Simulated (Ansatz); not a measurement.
# CdS (CsCl type): a single-point run

Aim: a sound single-point run of CdS (CsCl type). The structure is shown as the input types it.

Method: DFT, PBE, all-electron LAPW, scalar-relativistic, in Ansatz 0.2.0.

## Step 1: The starting structure

The structure is cubic, space group Pm-3m (No. 221). The conventional cell has a = 2.742 Å, b = 2.742 Å, c = 2.742 Å, α = 90.00°, β = 90.00°, γ = 90.00°. Cd (site symmetry m-3m) is surrounded by 8 S at 2.37 Å. S (site symmetry m-3m) has 8 Cd at 2.37 Å in its first shell of neighbours.

As a file:

```
Cd S
1.0
     2.74229    0.00000    0.00000
     0.00000    2.74229    0.00000
     0.00000    0.00000    2.74229
Cd S
1 1
Direct
  0.00000 0.00000 0.00000
  0.50000 0.50000 0.50000
```

## Step 2: Running it

Input file input.yaml:

```yaml
crystal:
  lattice:
    - [2.7422938594, 0.0, 0.0]
    - [0.0, 2.7422938594, 0.0]
    - [0.0, 0.0, 2.7422938594]
  atoms:
    - { symbol: Cd, position: [0.0, 0.0, 0.0] }
    - { symbol: S, position: [0.5, 0.5, 0.5] }
kpoints:
  mp_grid: { grid: [14, 14, 14] }
scf:
  occupations: { method: fermi_dirac, width: 0.05 }
  convergence: { dr2_threshold: 1.0e-16 }
  max_iter: 60
hamiltonian:
  xc: pbe
  pseudopotentials: { kind: all_electron, lapw: { basis_error: 0.001 } }
output:
  forces: true
  stress: true
  eigenvalues: true
  populations: true
```

On the command line:

```bash
ansatz run input.yaml --threads 1 --pin off --max-ram 2048MiB --backend cpu --events-out ev --progress --plain --runs-dir out
```

Q: Will this input give a usable result? If not, why, and what should change?

The program finished normally. It gives a pressure of 208 GPa, which is large; a structure far from rest gives such values too, whatever the setting.

Look at the input: scf.convergence.dr2_threshold is 1.0e-16. The risk: threshold needlessly tight. Once met, so tight a threshold does no harm; it costs cycles.

The test: delete scf.convergence.dr2_threshold (the default then holds).
